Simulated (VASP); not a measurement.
# Re (Fm-3m) in VASP: notebook

Runs on Re. Level: LDA. Tasks: single point, relaxation of cell and atoms.

Program: VASP 6.6.1. These are calculated values, not measurements. Logs are shortened: lines on timing, memory, paths and dates and some standing lists are left out, and cuts for length are marked.

**1. The structure**

Symmetry: Fm-3m, No. 225, cubic system. The conventional cell has a = 3.861 Å, b = 3.861 Å, c = 3.861 Å, α = 90.00°, β = 90.00°, γ = 90.00°. Re (site symmetry m-3m) has 12 Re at 2.73 Å as nearest neighbours.

This isn't the form of Re at room conditions, which is hcp.

**2. Single point, LDA**

The input, INCAR:

```
ALGO = Fast
EDIFF = 1E-6
ENCUT = 520
GGA = CA
ISIF = 2
ISMEAR = 0
LASPH = T
LCHARG = T
LELF = T
LREAL = F
LVHAR = T
LWAVE = F
NBANDS = 10
NELM = 100
PREC = Accurate
SIGMA = 0.1
```

The input, KPOINTS:

```
k-points
0
Gamma
  18 18 18
```

The input, POSCAR:

```
Re
1.0
    0.0000000000      1.9303592527      1.9303592527
    1.9303592527      0.0000000000      1.9303592527
    1.9303592527      1.9303592527      0.0000000000
Re
1
Direct
    0.0000000000      0.0000000000      0.0000000000
```

Potentials or basis: VASP PAW LDA potentials, release 64 (Re).

On the command line:

```sh
cat potpaw_LDA.64/Re/POTCAR > POTCAR
mpirun -np 1 vasp_std > vasp.out
```

OUTCAR:

```text
EDIFF = 1E-6
   ENCUT = 520
   GGA = CA
   ISIF = 2
   ISMEAR = 0
   LASPH = T
   LREAL = F
   NELM = 100
   PREC = Accurate

 ion  position               nearest neighbor table
   1  0.000  0.000  0.000-

  LATTYP: Found a face centered cubic cell.
 ALAT       =     3.8607185054

  Lattice vectors:

 A1 = (   0.0000000000,   1.9303592527,   1.9303592527)
 A2 = (   1.9303592527,   0.0000000000,   1.9303592527)
 A3 = (   1.9303592527,   1.9303592527,   0.0000000000)

Analysis of symmetry for initial positions (statically):
=====================================================================
 Subroutine PRICEL returns:
 Original cell was already a primitive cell.

 Routine SETGRP: Setting up the symmetry group for a
 face centered cubic supercell.

 Subroutine GETGRP returns: Found 48 space group operations
 (whereof 48 operations were pure point group operations)
 out of a pool of 48 trial point group operations.

The static configuration has the point symmetry O_h .

Analysis of symmetry for dynamics (positions and initial velocities):
=====================================================================
 Subroutine PRICEL returns:
 Original cell was already a primitive cell.

 Routine SETGRP: Setting up the symmetry group for a
 face centered cubic supercell.

 Subroutine GETGRP returns: Found 48 space group operations
 (whereof 48 operations were pure point group operations)
 out of a pool of 48 trial point group operations.

The dynamic configuration has the point symmetry O_h .

 Subroutine INISYM returns: Found 48 space group operations
 (whereof 48 operations are pure point group operations),
 and found     1 'primitive' translations

----------------------------------------------------------------------------------------

                                     Primitive cell

  volume of cell :      14.3861

  direct lattice vectors                    reciprocal lattice vectors
     0.000000000  1.930359253  1.930359253    -0.259019143  0.259019143  0.259019143
     1.930359253  0.000000000  1.930359253     0.259019143 -0.259019143  0.259019143
     1.930359253  1.930359253  0.000000000     0.259019143  0.259019143 -0.259019143

  length of vectors
     2.729940235  2.729940235  2.729940235     0.448634316  0.448634316  0.448634316

  position of ions in fractional coordinates (direct lattice)
     0.000000000  0.000000000  0.000000000

  ion indices of the primitive-cell ions
   primitive index   ion index
                 1           1

----------------------------------------------------------------------------------------

 KPOINTS: k-points

Automatic generation of k-mesh.
 Grid dimensions read from file:
 generate k-points for:   18   18   18

 Generating k-lattice:

  Cartesian coordinates                     Fractional coordinates (reciprocal lattice)
    -0.014389952  0.014389952  0.014389952     0.055555556  0.000000000  0.000000000
     0.014389952 -0.014389952  0.014389952     0.000000000  0.055555556  0.000000000
     0.014389952  0.014389952 -0.014389952     0.000000000  0.000000000  0.055555556

  Length of vectors
     0.024924129  0.024924129  0.024924129

  Shift w.r.t. Gamma in fractional coordinates (k-lattice)
     0.000000000  0.000000000  0.000000000

 Subroutine IBZKPT returns following result:
 ===========================================

 Found    195 irreducible k-points:

 Following reciprocal coordinates:
            Coordinates               Weight
  0.000000  0.000000  0.000000      1.000000
  0.055556  0.000000  0.000000      8.000000
  0.111111  0.000000  0.000000      8.000000
  0.166667  0.000000  0.000000      8.000000
  0.222222  0.000000  0.000000      8.000000
  0.277778  0.000000  0.000000      8.000000
[... 16 lines left out ...]
 -0.277778  0.055556  0.000000     24.000000
 -0.222222  0.055556  0.000000     24.000000
 [... further k-points ...]
   k-points           NKPTS =    195   k-points in BZ     NKDIM =    195   number of bands    NBANDS=     10
   number of dos      NEDOS =    301   number of ions     NIONS =      1
   total plane-waves  NPLWV =   8000
   dimension x,y,z NGX =    20 NGY =   20 NGZ =   20
   dimension x,y,z NGXF=    40 NGYF=   40 NGZF=   40
   ions per type =               1
   NGX,Y,Z   is equivalent  to a cutoff of  12.18, 12.18, 12.18 a.u.
   NGXF,Y,Z  is equivalent  to a cutoff of  24.36, 24.36, 24.36 a.u.
 SYSTEM =  unknown system
   PREC   = accura    normal or accurate (medium, high low for compatibility)
   ISTART =      0    job   : 0-new  1-cont  2-samecut
   ICHARG =      2    charge: 1-file 2-atom 10-const
   ISPIN  =      1    spin polarized calculation?
   LNONCOLLINEAR =      F non collinear calculations
   LSORBIT =      F    spin-orbit coupling
   LASPH  =      T    aspherical Exc in radial PAW
   ENCUT  =  520.0 eV  38.22 Ry    6.18 a.u.   5.08  5.08  5.08*2*pi/ulx,y,z
   NELM   =    100;   NELMIN=  2; NELMDL= -5     # of ELM steps
   EDIFF  = 0.1E-05   stopping-criterion for ELM
   LREAL  =      F    real-space projection
   EDIFFG = 0.1E-04   stopping-criterion for IOM
   NSW    =      0    number of steps for IOM
   IBRION =     -1    ionic relax: 0-MD 1-quasi-New 2-CG
   NFREE  =      0    steps in history (QN), initial steepest desc. (CG)
   ISIF   =      2    stress and relaxation
   ISYM   =      2    0-nonsym 1-usesym 2-fastsym
   POTIM  = 0.5000    time-step for ionic-motion
   TEBEG  =    0.0;   TEEND  =   0.0 temperature during run
   PSTRESS=    0.0 pullay stress
   NELECT =       7.0000    total number of electrons
   NUPDOWN=      -1.0000    fix difference up-down
   EMIN   =  10.00;   EMAX   =-10.00  energy-range for DOS
   EFERMI =   0.00;   METHOD = LEGACY
   ISMEAR =     0;   SIGMA  =   0.10  broadening in eV -4-tet -1-fermi 0-gaus
   EFERMI_NEDOS =   21; number of points for ismear=-14 and -15
   IALGO  =     68    algorithm
   IMIX   =      4    mixing-type and parameters
     AMIX     =   0.40;   BMIX     =  1.00
     AMIX_MAG =   1.60;   BMIX_MAG =  1.00
  volume/ion in A,a.u.               =      14.39        97.08
  Fermi-wavevector in a.u.,A,eV,Ry     =   1.287635  2.433277 22.558505  1.658003
  Thomas-Fermi vector in A             =   2.419637
   LORBIT       =      0    0 simple, 1 ext, 2 COOP (PROOUT), +10 PAW based schemes
   GGA     = CA    functional components
   LHFCALC =     F    Hartree Fock is set to
   AEXX    =    0.0000 exact exchange contribution
   IVDW    =     0    specifies the selected vdW correction
   LEPSILON=     F    determine dielectric tensor
   LRPA    =     F    only Hartree local field effects (RPA)
 non-spin polarized calculation
 RMM-DIIS sequential band-by-band and
 Gauss-broadening in eV      SIGMA  =   0.10
  energy-cutoff  :      520.00
  volume of cell :       14.39
 maximum number of plane-waves:       397
   NGX = 11   NGY = 11   NGZ = 11

 number of electron       7.0000001 magnetization

 Free energy of the ion-electron system (eV)
  ---------------------------------------------------
  ext. energy  EPLUGINS =         0.00000000
  ---------------------------------------------------
  free energy    TOTEN  =       -13.69353060 eV

  energy without entropy =      -13.68929908  energy(sigma->0) =      -13.69141484

 E-fermi :   8.4063     XC(G=0): -13.9647

 val. band max:        8.3784338778   @ k =   0.4444   0.0000   0.0000
 cond. band min:       8.4076872748   @ k =  -0.3333   0.2778   0.0000
 fundamental gap:      0.0292533970
 Fermi energy:         8.4062768521

 k-point     1 :       0.0000    0.0000    0.0000
  band No.  band energies     occupation
      1      -1.8107      2.00000
      2       6.4058      2.00000
      3       6.4058      2.00000
      4       6.4058      2.00000
      5       9.6908      0.00000
      6       9.6908      0.00000
      7      22.3948      0.00000
      8      28.1362      0.00000
      9      28.1362      0.00000
     10      28.1362      0.00000

 k-point     2 :       0.0556    0.0000    0.0000
  band No.  band energies     occupation
      1      -1.6624      2.00000
      2       6.3042      2.00000
      3       6.4763      2.00000
      4       6.4763      2.00000
      5       9.6324      0.00000
      6       9.6324      0.00000
      7      22.6859      0.00000
      8      27.3864      0.00000
      9      28.4094      0.00000
     10      28.4094      0.00000

 k-point     3 :       0.1111    0.0000    0.0000
  band No.  band energies     occupation
      1      -1.2343      2.00000
      2       6.0444      2.00000
      3       6.6599      2.00000
      4       6.6599      2.00000
      5       9.5021      0.00000
      6       9.5021      0.00000
      7      23.4733      0.00000
      8      26.0280      0.00000
      9      29.2032      0.00000
     10      29.2032      0.00000

 k-point     4 :       0.1667    0.0000    0.0000
  band No.  band energies     occupation
      1      -0.5841      2.00000
      2       5.7448      2.00000
      3       6.8611      2.00000
      4       6.8611      2.00000
      5       9.4360      0.00000
      6       9.4360      0.00000
      7      24.0270      0.00000
      8      25.2646      0.00000
      9      30.4500      0.00000
     10      30.4500      0.00000
[... 222 lines left out ...]
 k-point    22 :      -0.3333    0.0556    0.0000
  band No.  band energies     occupation
      1       1.4355      2.00000
      2       6.4178      2.00000
      3       6.5214      2.00000
      4       6.5920      2.00000
      5      10.6520      0.00000
      6      11.7578      0.00000
      7      20.7848      0.00000
      8      24.4587      0.00000
      9      30.3588      0.00000
     10      32.4702      0.00000

 k-point    23 :      -0.2778    0.0556    0.0000
  band No.  band energies     occupation
      1       1.1360      2.00000
      2       5.7533      2.00000
      3       6.6721      2.00000
      4       6.8275      2.00000
      5       9.8530      0.00000
      6      11.0049      0.00000
      7      21.8095      0.00000
      8      26.0379      0.00000
      9      31.5748      0.00000
     10      32.5590      0.00000

 k-point    24 :      -0.2222    0.0556    0.0000
  band No.  band energies     occupation
      1       0.5396      2.00000
      2       5.4546      2.00000
      3       6.8807      2.00000
      4       7.0148      2.00000
      5       9.2403      0.00000
      6      10.3364      0.00000
      7      22.8803      0.00000
      8      26.5094      0.00000
      9      31.2681      0.00000
     10      32.6473      0.00000

 [... further k-points ...]

------------------------ aborting loop because EDIFF is reached ----------------------------------------

  FORCE on cell =-STRESS in cart. coord.  units (eV):
  Direction    XX          YY          ZZ          XY          YZ          ZX
  --------------------------------------------------------------------------------------
  -------------------------------------------------------------------------------------
  Total        0.1241409      0.1241409      0.1241409      0.0000000     -0.0000000      0.0000000
  in kB       13.8255060     13.8255060     13.8255060      0.0000000     -0.0000000      0.0000000
  external PRESSURE =      13.8255060 kB  Pullay stress =       0.0000000 kB

 VOLUME and BASIS-vectors are now :
 -----------------------------------------------------------------------------
  energy-cutoff  :      520.00
  volume of cell :       14.39
      direct lattice vectors                 reciprocal lattice vectors
     0.000000000  1.930359253  1.930359253    -0.259019143  0.259019143  0.259019143
     1.930359253  0.000000000  1.930359253     0.259019143 -0.259019143  0.259019143
     1.930359253  1.930359253  0.000000000     0.259019143  0.259019143 -0.259019143

 POSITION                                       TOTAL-FORCE (eV/Angst)
 -----------------------------------------------------------------------------------
      0.00000      0.00000      0.00000        -0.000000     -0.000000      0.000000
 -----------------------------------------------------------------------------------
    total drift:                                0.000000      0.000000     -0.000000

  FREE ENERGIE OF THE ION-ELECTRON SYSTEM (eV)
  ---------------------------------------------------
  free  energy   TOTEN  =       -13.6935306009 eV

  energy  without entropy=      -13.6892990767  energy(sigma->0) =      -13.69141484
```

It took 22 s on 1 thread of Intel Xeon Platinum 8259CL at 2.50GHz (Skylake/Cascade Lake), shared host; peak memory 0.14 GiB.

Results:

```yaml
Free_energy: -13.6935 eV
Pressure: 1.4 GPa
Band_gap_on_the_k_mesh: none (metal or under the smearing width)
```

Spin-orbit coupling is left out, which matters for the levels of Re.

**3. Relaxation of cell and atoms, LDA**

The input, INCAR:

```
SYSTEM = Re
ALGO = Normal ; EDIFF = 1E-6
EDIFFG = -0.002 ; ENCUT = 600
IBRION = 2 ; ISIF = 3
ISMEAR = 0 ; LASPH = .TRUE.
LCHARG = .FALSE. ; LREAL = .FALSE.
LWAVE = .FALSE. ; NELM = 100
NSW = 100 ; PREC = Accurate
SIGMA = 0.1
```

The input, KPOINTS:

```
k-points
0
G
  18 18 18
  0 0 0
```

The input, POSCAR:

```
Re
1.0
    0.0000000000      1.9291537643      1.9291537643
    1.9291537643      0.0000000000      1.9291537643
    1.9291537643      1.9291537643      0.0000000000
Re
1
Direct
    0.0000000000      0.0000000000      0.0000000000
```

Potentials or basis: VASP PAW LDA potentials, release 64 (Re).

On the command line:

```sh
cat potpaw_LDA.64/Re/POTCAR > POTCAR
mpirun -np 1 vasp_std > vasp.out
```

Run time: 40 s. Hardware: 1 thread of Intel Xeon Platinum 8259CL at 2.50GHz (Skylake/Cascade Lake), shared host; peak memory 0.15 GiB.

It converged, with:

* Free energy: -13.6945 eV
* Relaxed volume: 14.44 Å³/atom
* Relaxed cell: a = 2.733 Å, b = 2.733 Å, c = 2.733 Å, α = 60.00°, β = 60.00°, γ = 60.00°
* Space group after relaxing (to 0.05 Å): Fm-3m (No. 225)
* Energy gained by relaxing: 0.6 meV/atom
* Ionic steps: 3
* Pressure after relaxing: 0.0 GPa
* Band gap on the k mesh: none (metal or under the smearing width)

Step by step:
```tsv
step	energy change (eV)	largest force (eV/Å)	pressure (GPa)	volume (Å³)
1	0.0000	0.0000	2.28	14.36
2	0.0097	0.0000	-9.25	14.79
3	-0.0006	0.0000	-0.02	14.44
```

Final structure:
```cif
data_structure
_symmetry_space_group_name_H-M 'P 1'
_symmetry_Int_Tables_number 1
_cell_length_a 2.7333
_cell_length_b 2.7333
_cell_length_c 2.7333
_cell_angle_alpha 60.000
_cell_angle_beta 60.000
_cell_angle_gamma 60.000
_cell_volume 14.44
loop_
_atom_site_label
_atom_site_type_symbol
_atom_site_fract_x
_atom_site_fract_y
_atom_site_fract_z
_atom_site_occupancy
Re1 Re 0.00000 0.00000 0.00000 1
```

Levels at points of the mesh, in eV from the Fermi level:
```
           k point  band 1  band 2  band 3  band 4  band 5  band 6  band 7
(0.00, 0.00, 0.00)  -10.19   -1.99   -1.99   -1.99    1.28    1.28   13.99
(0.50, 0.00, 0.00)   -7.00   -2.21   -2.21    0.39    3.93    3.93   10.28
(0.50, 0.50, 0.00)   -7.00   -6.12    3.02    3.87    4.71    4.71   12.50
```

[end of part 1 of 2]
